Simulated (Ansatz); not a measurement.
Input, command and steps of an Ansatz relaxation.

```yaml
crystal:
  lattice:
    - [-5.7553065055, 0.0, -4.6543270087]
    - [2.8776532528, 4.9842416403, -4.6543270087]
    - [2.8776532528, -4.9842416403, -4.6543270087]
  atoms:
    - { symbol: Ti, position: [0.0884948081, 0.9138528704, 0.7481606374] }
    - { symbol: Ti, position: [0.7478882252, 0.5865088736, 0.4155754722] }
    - { symbol: Ti, position: [0.4177556642, 0.2478470631, 0.0795735931] }
    - { symbol: Ti, position: [0.2517380722, 0.9148379481, 0.0822848753] }
    - { symbol: Al, position: [0.9210294036, 0.5840509394, 0.751904833] }
    - { symbol: Ti, position: [0.5861418679, 0.2422498954, 0.4167185806] }
    - { symbol: Ti, position: [0.2433353623, 0.0836339937, 0.42234775] }
    - { symbol: Al, position: [0.9194813835, 0.7476922269, 0.0883891235] }
    - { symbol: Ti, position: [0.5818372052, 0.4155656354, 0.7511923728] }
    - { symbol: Ti, position: [0.5800753549, 0.7500328484, 0.9197893447] }
    - { symbol: Ti, position: [0.2483066357, 0.4142071634, 0.5883241713] }
    - { symbol: Ti, position: [0.9140534303, 0.0862980086, 0.2524391236] }
    - { symbol: Ti, position: [0.412840899, 0.7555719376, 0.5813522769] }
    - { symbol: Ti, position: [0.0824468736, 0.4198001643, 0.2539994137] }
    - { symbol: Ti, position: [0.7538388732, 0.0855763968, 0.9145436352] }
    - { symbol: Ti, position: [0.4171689943, 0.5870895893, 0.2491888267] }
    - { symbol: Al, position: [0.0868126331, 0.2485731286, 0.9171833535] }
    - { symbol: Al, position: [0.7445988112, 0.9209517521, 0.5852178801] }
    - { symbol: Al, position: [0.583183473, 0.9200310655, 0.2471825203] }
    - { symbol: Al, position: [0.2521260232, 0.580136487, 0.9185615904] }
    - { symbol: Ti, position: [0.9176089709, 0.2563192016, 0.5806834512] }
    - { symbol: Ti, position: [0.083436515, 0.7513568754, 0.4200405608] }
    - { symbol: Ti, position: [0.755216911, 0.4173943131, 0.0825711556] }
    - { symbol: Ti, position: [0.4141326104, 0.084165368, 0.7450916616] }
  symmetry: { detect: false }
basis:
  ecutwfc: 420
kpoints:
  mp_grid: { grid: [2, 2, 2], shift: [0.5, 0.5, 0.5] }
hamiltonian:
  xc: pbe
scf:
  occupations: { method: gaussian, width: 0.1 }
  lower_state_search: "off"
output:
  forces: true
  stress: true
  eigenvalues: true
relax:
  adjacent_minimum: "off"
  f_tol: 0.04
  max_steps: 50
  cell: { stress_tol: 0.3 }
```

```bash
ansatz run input.yaml --threads 4 --pin off --max-ram 9216MiB --backend cpu --events-out ev --progress --plain --runs-dir out
```

Level of theory: Ansatz 0.2.0, DFT PBE, scalar-relativistic, plane waves, PAW.

Of 5 frames 5 are shown, positions in Å and forces in eV/Å; the SCF threshold varies from step to step. Steps run on the plane waves of an earlier cell, with a Pulay correction in the pressure. The basis is chosen afresh for the last frame, the zero of the energies, and can be on the way; energy and pressure step there, also at an unchanged geometry.

```xyz
24
Lattice="-5.7553 0.0000 -4.6543 2.8777 4.9842 -4.6543 2.8777 -4.9842 -4.6543" Properties=species:S:1:pos:R:3:forces:R:3 pbc="T T T" step=1 free_energy_over_end_meV_per_atom=15.82 pressure_GPa=1.60
Ti    4.2734    0.8258   -8.1474    0.5130    0.1160   -0.1210
Ti   -1.4207    0.8520   -8.1449   -0.0030    0.1220   -0.0470
Ti   -1.4621    0.8387   -3.4683   -0.1310    0.2900   -0.3540
Ti    1.4205    4.1496   -5.8126    0.0460   -0.3070    0.0830
Al   -1.4564   -0.8366  -10.5047    0.4160   -0.0580    0.1830
Ti   -1.4771   -0.8696   -5.7952    0.4420    0.4260   -0.3260
Ti    0.0556   -1.6882   -3.4876   -0.4570    0.4430    0.2530
Al   -2.8859    3.2861   -8.1710    0.0500    0.2050    0.0420
Ti    0.0089   -1.6728   -8.1385    0.1720    0.2160   -0.1880
Ti    1.4667   -0.8461  -10.4718   -0.2770    0.0660   -0.0340
Ti    1.4559   -0.8678   -5.8218   -0.0430    0.3990   -0.0700
Ti   -4.2859   -0.8281   -5.8309   -0.6160   -0.0800    0.0450
Ti    1.4712    0.8684   -8.1440    0.0910    0.1020    0.1070
Ti    1.4645    0.8264   -3.5198   -0.4870   -0.0380   -0.0350
Ti   -1.4606   -4.1318   -8.1635    0.2950   -0.1130    0.1520
Ti    0.0056    1.6842   -5.8340   -0.1350   -0.2840    0.1050
Al    2.8550   -3.3325   -5.8299    0.2470   -0.1880    0.1060
Al    0.0488    1.6734  -10.4758   -0.3460   -0.0910   -0.1070
Al    0.0024    3.3536   -8.1469   -0.0280   -0.3120    0.1870
Al    2.8617   -1.6868   -8.1489    0.1400   -0.0290   -0.1610
Ti   -2.8725   -1.6167   -8.1665    0.1130   -0.5020    0.0680
Ti    2.8907    1.6514   -5.8404    0.1870   -0.3780    0.0040
Ti   -2.9078    1.6688   -5.8420   -0.1240   -0.1700    0.4410
Ti    0.0029   -3.2942   -5.7871   -0.0650    0.1670   -0.3320
24
Lattice="-5.9119 -0.0066 -4.7070 2.9180 4.9754 -4.6530 2.9065 -4.9685 -4.6529" Properties=species:S:1:pos:R:3:forces:R:3 pbc="T T T" step=2 free_energy_over_end_meV_per_atom=9.42 pressure_GPa=-0.93
Ti    4.4405    0.8885   -8.1990   -0.2190   -0.3670    0.0150
Ti   -1.5425    0.8726   -8.1878   -0.1030    0.0600   -0.2450
Ti   -1.5612    0.9204   -3.5537    0.1040   -0.0950    0.4400
Ti    1.3876    4.0560   -5.8175   -0.0710    0.1480   -0.0870
Al   -1.4444   -0.8728  -10.5100   -0.2180    0.0610   -0.0700
Ti   -1.5216   -0.7806   -5.9142   -0.2400   -0.3420    0.1380
Ti   -0.0834   -1.5749   -3.4667    0.3750   -0.3600   -0.1430
Al   -2.9988    3.2783   -8.1848   -0.0890   -0.1150   -0.0600
Ti    0.0312   -1.5569   -8.2146   -0.1330   -0.1110    0.3260
Ti    1.3975   -0.8406  -10.5035    0.1860   -0.2110   -0.0260
Ti    1.4953   -0.7900   -5.8406   -0.0390   -0.4760    0.1030
Ti   -4.5666   -0.8985   -5.8498    0.2690   -0.0400   -0.1660
Ti    1.5257    0.9289   -8.1694   -0.1040   -0.1690   -0.1120
Ti    1.3611    0.8021   -3.5058    0.5530    0.0720    0.0200
Ti   -1.4459   -4.1569   -8.1396   -0.2960    0.3350   -0.0790
Ti   -0.0781    1.6007   -5.8402    0.0610    0.2160   -0.0880
Al    2.9229   -3.3711   -5.8218   -0.1250    0.0490    0.0290
Al   -0.0620    1.6676  -10.5273    0.1520   -0.0390    0.1280
Al   -0.0543    3.2804   -8.1616    0.0390    0.2120   -0.0850
Al    2.9328   -1.6540   -8.1801   -0.2060    0.2030    0.0140
Ti   -2.9893   -1.7172   -8.1994    0.1470    0.4340    0.0350
Ti    2.9587    1.5329   -5.8400   -0.2410    0.4540   -0.0210
Ti   -3.0683    1.5887   -5.7890    0.1160    0.1910   -0.3770
Ti   -0.0309   -3.1941   -5.8767    0.0830   -0.1100    0.3100
24
Lattice="-5.8794 -0.0217 -4.6774 2.9330 4.9706 -4.6459 2.8836 -4.9284 -4.6312" Properties=species:S:1:pos:R:3:forces:R:3 pbc="T T T" step=3 free_energy_over_end_meV_per_atom=1.70 pressure_GPa=0.36
Ti    4.4130    0.8592   -8.1408    0.1390    0.1590   -0.0200
Ti   -1.5113    0.9323   -8.1892    0.0220   -0.0630    0.1340
Ti   -1.5121    0.8983   -3.4550    0.0670    0.0930   -0.1550
Ti    1.4041    4.0750   -5.8085   -0.0640   -0.1110   -0.0470
Al   -1.4840   -0.8409  -10.4669    0.0590   -0.0840   -0.0310
Ti   -1.5334   -0.8109   -5.8406    0.0580    0.0470   -0.1030
Ti    0.0019   -1.6208   -3.4687   -0.1380    0.1940    0.0590
Al   -2.9806    3.2819   -8.1920    0.0300    0.0040    0.0950
Ti   -0.0048   -1.5665   -8.1215    0.0730    0.0210   -0.0730
Ti    1.3877   -0.8617  -10.5031   -0.0190    0.0620    0.0480
Ti    1.4755   -0.8531   -5.8029    0.0540    0.0830    0.0000
Ti   -4.4877   -0.8956   -5.8467   -0.0650   -0.0540    0.0650
Ti    1.4903    0.8909   -8.1473    0.0110    0.0810    0.0220
Ti    1.4517    0.8444   -3.5068   -0.1900   -0.0310   -0.0100
Ti   -1.4702   -4.0691   -8.1253    0.0980   -0.1270    0.1150
Ti   -0.0583    1.6057   -5.8277   -0.0400   -0.0250   -0.0140
Al    2.9073   -3.3399   -5.7693   -0.0130    0.0470   -0.0600
Al   -0.0162    1.6494  -10.4870   -0.1010    0.1010    0.0250
Al    0.0249    3.3324   -8.1473   -0.1410   -0.1050    0.0300
Al    2.8605   -1.6093   -8.1649    0.1560   -0.0100    0.0080
Ti   -2.9288   -1.6375   -8.1468   -0.0760   -0.0990   -0.0540
Ti    2.9030    1.6166   -5.8487    0.1140   -0.1980    0.0170
Ti   -2.9971    1.6108   -5.8054   -0.0030   -0.0420    0.0730
Ti   -0.0347   -3.2380   -5.7798   -0.0330    0.0580   -0.1250
24
Lattice="-5.8911 -0.0212 -4.6809 2.9356 4.9747 -4.6460 2.8883 -4.9352 -4.6329" Properties=species:S:1:pos:R:3:forces:R:3 pbc="T T T" step=4 free_energy_over_end_meV_per_atom=0.04 pressure_GPa=-0.05
Ti    4.4337    0.8762   -8.1545    0.0340    0.0190   -0.0050
Ti   -1.5215    0.9073   -8.1798    0.0130    0.0020    0.0080
Ti   -1.5138    0.9101   -3.4796    0.0110    0.0130    0.0060
Ti    1.3976    4.0669   -5.8173   -0.0230   -0.0190   -0.0280
Al   -1.4736   -0.8561  -10.4772    0.0080   -0.0040   -0.0060
Ti   -1.5352   -0.8103   -5.8568   -0.0210   -0.0160   -0.0040
Ti   -0.0237   -1.6032   -3.4660    0.0040    0.0100    0.0080
Al   -2.9829    3.2753   -8.1792    0.0020    0.0140   -0.0010
Ti    0.0101   -1.5635   -8.1352   -0.0020   -0.0130    0.0130
Ti    1.3935   -0.8516  -10.4878   -0.0100   -0.0220    0.0050
Ti    1.4852   -0.8409   -5.8065   -0.0060   -0.0150    0.0090
Ti   -4.5138   -0.9014   -5.8415   -0.0060   -0.0080   -0.0090
Ti    1.5009    0.9083   -8.1481   -0.0030    0.0090    0.0010
Ti    1.4321    0.8353   -3.5060    0.0100    0.0080    0.0080
Ti   -1.4657   -4.0867   -8.1138    0.0100    0.0060    0.0190
Ti   -0.0633    1.6064   -5.8314   -0.0090    0.0120   -0.0040
Al    2.9103   -3.3398   -5.7844   -0.0040    0.0010   -0.0030
Al   -0.0322    1.6645  -10.4811   -0.0020    0.0040    0.0030
Al   -0.0118    3.3198   -8.1477   -0.0030    0.0070   -0.0030
Al    2.8945   -1.6062   -8.1617    0.0080    0.0150   -0.0060
Ti   -2.9477   -1.6538   -8.1575   -0.0220   -0.0130   -0.0110
Ti    2.9239    1.5930   -5.8438   -0.0130   -0.0070   -0.0060
Ti   -3.0128    1.6025   -5.7986    0.0230   -0.0120   -0.0030
Ti   -0.0343   -3.2252   -5.7994    0.0000    0.0070    0.0070
24
Lattice="-5.8911 -0.0212 -4.6809 2.9356 4.9747 -4.6460 2.8883 -4.9352 -4.6329" Properties=species:S:1:pos:R:3:forces:R:3 pbc="T T T" step=5 free_energy_over_end_meV_per_atom=0.00 pressure_GPa=-0.04
Ti    4.4337    0.8762   -8.1545    0.0340    0.0190   -0.0040
Ti   -1.5215    0.9073   -8.1798    0.0130    0.0020    0.0080
Ti   -1.5138    0.9101   -3.4796    0.0110    0.0130    0.0060
Ti    1.3976    4.0669   -5.8173   -0.0230   -0.0190   -0.0280
Al   -1.4736   -0.8561  -10.4772    0.0080   -0.0040   -0.0060
Ti   -1.5352   -0.8103   -5.8568   -0.0210   -0.0160   -0.0030
Ti   -0.0237   -1.6032   -3.4660    0.0040    0.0100    0.0080
Al   -2.9829    3.2753   -8.1792    0.0020    0.0140   -0.0010
Ti    0.0101   -1.5635   -8.1352   -0.0020   -0.0130    0.0130
Ti    1.3935   -0.8516  -10.4878   -0.0100   -0.0220    0.0050
Ti    1.4852   -0.8409   -5.8065   -0.0060   -0.0150    0.0090
Ti   -4.5138   -0.9014   -5.8415   -0.0060   -0.0080   -0.0090
Ti    1.5009    0.9083   -8.1481   -0.0030    0.0090    0.0010
Ti    1.4321    0.8353   -3.5060    0.0100    0.0080    0.0080
Ti   -1.4657   -4.0867   -8.1138    0.0100    0.0060    0.0200
Ti   -0.0633    1.6064   -5.8314   -0.0090    0.0120   -0.0040
Al    2.9103   -3.3398   -5.7844   -0.0040    0.0010   -0.0030
Al   -0.0322    1.6645  -10.4811   -0.0020    0.0040    0.0030
Al   -0.0118    3.3198   -8.1477   -0.0040    0.0070   -0.0030
Al    2.8945   -1.6062   -8.1617    0.0080    0.0150   -0.0060
Ti   -2.9477   -1.6538   -8.1575   -0.0220   -0.0130   -0.0110
Ti    2.9239    1.5930   -5.8438   -0.0130   -0.0070   -0.0060
Ti   -3.0128    1.6025   -5.7986    0.0240   -0.0120   -0.0030
Ti   -0.0343   -3.2252   -5.7994    0.0000    0.0070    0.0070
```

It took 65 s on 4 threads of Arm Neoverse V1, on a shared host, peak memory 1.3 GiB.

The k mesh is coarse.